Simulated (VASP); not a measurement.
# Zn (I4/mmm) in VASP: single point with r2SCAN

Aim: the single point of Zn with r2SCAN.

Program: VASP 6.6.1. These are calculated values, not measurements. Logs are shortened: lines on timing, memory, paths and dates and some standing lists are left out, and cuts for length are marked.

## (1) The crystal as given

It takes space group I4/mmm (No. 139, tetragonal). The conventional cell has a = 3.282 Å, b = 3.282 Å, c = 2.707 Å, α = 90.00°, β = 90.00°, γ = 90.00°. Around Zn (site symmetry 4/mmm) lie 10 Zn at 2.69 to 2.71 Å.

The cell was built by a generator and needn't be a form met in nature.

## (2) Single point, r2SCAN

Input file POSCAR:

```
Zn
1.0
   -1.6409560000      1.6409560000      1.3537360000
    1.6409560000     -1.6409560000      1.3537360000
    1.6409560000      1.6409560000     -1.3537360000
Zn
1
Direct
    0.0000000000      0.0000000000      0.0000000000
```

Input file INCAR.step1:

```
PREC = Accurate
ENCUT = 520
ISMEAR = -5
SIGMA = 0.0375
LREAL = F
LASPH = T
NELM = 80
GGA = PE
ALGO = Normal
EDIFF = 1E-4
LWAVE = T
LCHARG = F
```

Input file INCAR.step2:

```
PREC = Accurate
ENCUT = 520
EDIFF = 1E-7
ISMEAR = -1
SIGMA = 0.0375
LREAL = F
LASPH = T
NELM = 80
ALGO = Normal
ISIF = 2
LWAVE = F
LCHARG = F
METAGGA = R2SCAN
LMIXTAU = T
LORBIT = 11
ISTART = 1
```

Input file KPOINTS:

```
regular mesh
0
Gamma
  16 16 16
```

Potentials or basis: VASP PAW PBE potentials, release 64 (Zn).

Run with:

```
$ cat potpaw_PBE.64/Zn/POTCAR > POTCAR
$ cp INCAR.step1 INCAR
$ mpirun -np 1 vasp_std > vasp.out
$ cp INCAR.step2 INCAR
$ mpirun -np 1 vasp_std > vasp.out
```

OUTCAR:

```text
PREC = Accurate
   ENCUT = 520
   EDIFF = 1E-7
   ISMEAR = -1
   LREAL = F
   LASPH = T
   NELM = 80
   ISIF = 2
   METAGGA = R2SCAN
   LORBIT = 11
   ISTART = 1

 ion  position               nearest neighbor table
   1  0.000  0.000  0.000-

  LATTYP: Found a body centered tetragonal cell.
 ALAT       =     3.2819120000
 C/A-ratio  =     0.8249678846

  Lattice vectors:

 A1 = (  -1.6409560000,   1.6409560000,   1.3537360000)
 A2 = (   1.6409560000,  -1.6409560000,   1.3537360000)
 A3 = (   1.6409560000,   1.6409560000,  -1.3537360000)

Analysis of symmetry for initial positions (statically):
=====================================================================
 Subroutine PRICEL returns:
 Original cell was already a primitive cell.

 Routine SETGRP: Setting up the symmetry group for a
 body centered tetragonal supercell.

 Subroutine GETGRP returns: Found 16 space group operations
 (whereof 16 operations were pure point group operations)
 out of a pool of 16 trial point group operations.

The static configuration has the point symmetry D_4h.

Analysis of symmetry for dynamics (positions and initial velocities):
=====================================================================
 Subroutine PRICEL returns:
 Original cell was already a primitive cell.

 Routine SETGRP: Setting up the symmetry group for a
 body centered tetragonal supercell.

 Subroutine GETGRP returns: Found 16 space group operations
 (whereof 16 operations were pure point group operations)
 out of a pool of 16 trial point group operations.

The dynamic configuration has the point symmetry D_4h.

 Subroutine INISYM returns: Found 16 space group operations
 (whereof 16 operations are pure point group operations),
 and found     1 'primitive' translations

----------------------------------------------------------------------------------------

                                     Primitive cell

  volume of cell :      14.5810

  direct lattice vectors                    reciprocal lattice vectors
    -1.640956000  1.640956000  1.353736000     0.000000000  0.304700431  0.369348233
     1.640956000 -1.640956000  1.353736000     0.304700431  0.000000000  0.369348233
     1.640956000  1.640956000 -1.353736000     0.304700431  0.304700431  0.000000000

  length of vectors
     2.686647417  2.686647417  2.686647417     0.478811518  0.478811518  0.430911482

  position of ions in fractional coordinates (direct lattice)
     0.000000000  0.000000000  0.000000000

  ion indices of the primitive-cell ions
   primitive index   ion index
                 1           1

----------------------------------------------------------------------------------------

 KPOINTS: regular mesh

Automatic generation of k-mesh.
 Grid dimensions read from file:
 generate k-points for:   16   16   16

 Generating k-lattice:

  Cartesian coordinates                     Fractional coordinates (reciprocal lattice)
     0.000000000  0.019043777  0.023084265     0.062500000  0.000000000  0.000000000
     0.019043777  0.000000000  0.023084265     0.000000000  0.062500000  0.000000000
     0.019043777  0.019043777  0.000000000     0.000000000  0.000000000  0.062500000

  Length of vectors
     0.029925720  0.029925720  0.026931968

  Shift w.r.t. Gamma in fractional coordinates (k-lattice)
     0.000000000  0.000000000  0.000000000

 Subroutine IBZKPT returns following result:
 ===========================================

 Found    349 irreducible k-points:

 Following reciprocal coordinates:
            Coordinates               Weight
  0.000000  0.000000  0.000000      1.000000
  0.062500  0.000000  0.000000      8.000000
  0.125000  0.000000  0.000000      8.000000
  0.187500  0.000000  0.000000      8.000000
  0.250000  0.000000  0.000000      8.000000
  0.312500  0.000000  0.000000      8.000000
[... 16 lines left out ...]
 -0.125000  0.062500  0.000000     16.000000
 -0.062500  0.062500  0.000000      4.000000
 [... further k-points ...]
   k-points           NKPTS =    349   k-points in BZ     NKDIM =    349   number of bands    NBANDS=     10
   number of dos      NEDOS =    301   number of ions     NIONS =      1
   total plane-waves  NPLWV =   8000
   dimension x,y,z NGX =    20 NGY =   20 NGZ =   20
   dimension x,y,z NGXF=    40 NGYF=   40 NGZF=   40
   ions per type =               1
   NGX,Y,Z   is equivalent  to a cutoff of  12.38, 12.38, 12.38 a.u.
   NGXF,Y,Z  is equivalent  to a cutoff of  24.75, 24.75, 24.75 a.u.
 SYSTEM =  unknown system
   PREC   = accura    normal or accurate (medium, high low for compatibility)
   ISTART =      1    job   : 0-new  1-cont  2-samecut
   ICHARG =      0    charge: 1-file 2-atom 10-const
   ISPIN  =      1    spin polarized calculation?
   LNONCOLLINEAR =      F non collinear calculations
   LSORBIT =      F    spin-orbit coupling
   LASPH  =      T    aspherical Exc in radial PAW
   ENCUT  =  520.0 eV  38.22 Ry    6.18 a.u.   5.00  5.00  5.00*2*pi/ulx,y,z
   NELM   =     80;   NELMIN=  2; NELMDL=  0     # of ELM steps
   EDIFF  = 0.1E-06   stopping-criterion for ELM
   LREAL  =      F    real-space projection
   EDIFFG = 0.1E-05   stopping-criterion for IOM
   NSW    =      0    number of steps for IOM
   IBRION =     -1    ionic relax: 0-MD 1-quasi-New 2-CG
   NFREE  =      0    steps in history (QN), initial steepest desc. (CG)
   ISIF   =      2    stress and relaxation
   ISYM   =      2    0-nonsym 1-usesym 2-fastsym
   POTIM  = 0.5000    time-step for ionic-motion
   TEBEG  =    0.0;   TEEND  =   0.0 temperature during run
   PSTRESS=    0.0 pullay stress
   NELECT =      12.0000    total number of electrons
   NUPDOWN=      -1.0000    fix difference up-down
   EMIN   =  10.00;   EMAX   =-10.00  energy-range for DOS
   EFERMI =   0.00;   METHOD = LEGACY
   ISMEAR =    -1;   SIGMA  =   0.04  broadening in eV -4-tet -1-fermi 0-gaus
   EFERMI_NEDOS =   21; number of points for ismear=-14 and -15
   IALGO  =     38    algorithm
   IMIX   =      4    mixing-type and parameters
     AMIX     =   0.40;   BMIX     =  1.00
     AMIX_MAG =   1.60;   BMIX_MAG =  1.00
  volume/ion in A,a.u.               =      14.58        98.40
  Fermi-wavevector in a.u.,A,eV,Ry     =   1.534167  2.899155 32.023602  2.353668
  Thomas-Fermi vector in A             =   2.641133
   LORBIT       =     11    0 simple, 1 ext, 2 COOP (PROOUT), +10 PAW based schemes
   METAGGA = R2SCAN    functional components
   LHFCALC =     F    Hartree Fock is set to
   AEXX    =    0.0000 exact exchange contribution
   IVDW    =     0    specifies the selected vdW correction
   LEPSILON=     F    determine dielectric tensor
   LRPA    =     F    only Hartree local field effects (RPA)
 non-spin polarized calculation
  energy-cutoff  :      520.00
  volume of cell :       14.58
 maximum number of plane-waves:       413
   NGX =  9   NGY =  9   NGZ =  9

 number of electron      12.0000020 magnetization

 Free energy of the ion-electron system (eV)
  ---------------------------------------------------
  ext. energy  EPLUGINS =         0.00000000
  ---------------------------------------------------
  free energy    TOTEN  =        -8.85483148 eV

  energy without entropy =       -8.85368958  energy(sigma->0) =       -8.85426053

 E-fermi :   3.5326     XC(G=0): -12.9072

 val. band max:        3.5231583958   @ k =   0.5000   0.0000   0.0000
 cond. band min:       3.5743555733   @ k =  -0.4375  -0.4375   0.2500
 fundamental gap:      0.0511971776
 Fermi energy:         3.5325503096

 k-point     1 :       0.0000    0.0000    0.0000
  band No.  band energies     occupation
      1      -7.9250      2.00000
      2      -5.1238      2.00000
      3      -4.6731      2.00000
      4      -4.6730      2.00000
      5      -4.6382      2.00000
      6      -4.2191      2.00000
      7      20.9497      0.00000
      8      20.9498      0.00000
      9      23.4526      0.00000
     10      25.2635      0.00000

 k-point     2 :       0.0625    0.0000    0.0000
  band No.  band energies     occupation
      1      -7.7781      2.00000
      2      -5.1081      2.00000
      3      -4.6831      2.00000
      4      -4.6752      2.00000
      5      -4.6204      2.00000
      6      -4.2313      2.00000
      7      20.1359      0.00000
      8      20.4928      0.00000
      9      24.4426      0.00000
     10      24.5059      0.00000

 k-point     3 :       0.1250    0.0000    0.0000
  band No.  band energies     occupation
      1      -7.3452      2.00000
      2      -5.0798      2.00000
      3      -4.7157      2.00000
      4      -4.6637      2.00000
      5      -4.5599      2.00000
      6      -4.2626      2.00000
      7      18.8726      0.00000
      8      19.5333      0.00000
      9      20.9431      0.00000
     10      24.2051      0.00000

 k-point     4 :       0.1875    0.0000    0.0000
  band No.  band energies     occupation
      1      -6.6656      2.00000
      2      -5.0844      2.00000
      3      -4.7303      2.00000
      4      -4.5954      2.00000
      5      -4.4653      2.00000
      6      -4.3016      2.00000
      7      17.2836      0.00000
      8      17.7055      0.00000
      9      18.5337      0.00000
     10      22.4261      0.00000
[... 222 lines left out ...]
 k-point    22 :      -0.1875    0.0625    0.0000
  band No.  band energies     occupation
      1      -7.0120      2.00000
      2      -5.0787      2.00000
      3      -4.7401      2.00000
      4      -4.6251      2.00000
      5      -4.5160      2.00000
      6      -4.2741      2.00000
      7      16.1035      0.00000
      8      19.4523      0.00000
      9      19.6466      0.00000
     10      23.3001      0.00000

 k-point    23 :      -0.1250    0.0625    0.0000
  band No.  band energies     occupation
      1      -7.5468      2.00000
      2      -5.0937      2.00000
      3      -4.6973      2.00000
      4      -4.6589      2.00000
      5      -4.6016      2.00000
      6      -4.2444      2.00000
      7      17.3505      0.00000
      8      20.5929      0.00000
      9      23.1921      0.00000
     10      24.9540      0.00000

 k-point    24 :      -0.0625    0.0625    0.0000
  band No.  band energies     occupation
      1      -7.8079      2.00000
      2      -5.1140      2.00000
      3      -4.6801      2.00000
      4      -4.6484      2.00000
      5      -4.6484      2.00000
      6      -4.2269      2.00000
      7      18.7832      0.00000
      8      21.0842      0.00000
      9      24.2412      0.00000
     10      26.4225      0.00000

 [... further k-points ...]

------------------------ aborting loop because EDIFF is reached ----------------------------------------

  FORCE on cell =-STRESS in cart. coord.  units (eV):
  Direction    XX          YY          ZZ          XY          YZ          ZX
  --------------------------------------------------------------------------------------
  -------------------------------------------------------------------------------------
  Total        0.1957512      0.1957512     -0.4829823      0.0000000      0.0000000      0.0000000
  in kB       21.5093392     21.5093392    -53.0705937      0.0000000      0.0000000      0.0000000
  external PRESSURE =      -3.3506384 kB  Pullay stress =       0.0000000 kB

 VOLUME and BASIS-vectors are now :
 -----------------------------------------------------------------------------
  energy-cutoff  :      520.00
  volume of cell :       14.58
      direct lattice vectors                 reciprocal lattice vectors
    -1.640956000  1.640956000  1.353736000     0.000000000  0.304700431  0.369348233
     1.640956000 -1.640956000  1.353736000     0.304700431  0.000000000  0.369348233
     1.640956000  1.640956000 -1.353736000     0.304700431  0.304700431  0.000000000

 POSITION                                       TOTAL-FORCE (eV/Angst)
 -----------------------------------------------------------------------------------
      0.00000      0.00000      0.00000         0.000000      0.000000      0.000000
 -----------------------------------------------------------------------------------
    total drift:                                0.000000     -0.000000      0.000000

  FREE ENERGIE OF THE ION-ELECTRON SYSTEM (eV)
  ---------------------------------------------------
  free  energy   TOTEN  =        -8.8548314814 eV

  energy  without entropy=       -8.8536895813  energy(sigma->0) =       -8.85426053

 total charge

# of ion       s       p       d       tot
------------------------------------------
    1        0.593   0.475   9.735  10.803
```

It took 75 s on 1 thread of Intel Xeon 6975P-C (Granite Rapids), shared host; peak memory 0.18 GiB.

Results:

* Free energy: -8.8548 eV
* Pressure: -0.3 GPa
* Band gap on the k mesh: none (metal or under the smearing width)
* Valence electrons inside the program's atomic spheres: Zn 10.80

Stress tensor (GPa, compression positive):
```
 2.15  0.00  0.00
 0.00  2.15  0.00
 0.00  0.00 -5.31
```

Caveat: the PAW data sets were made with another functional, which shifts forces and pressure a little.
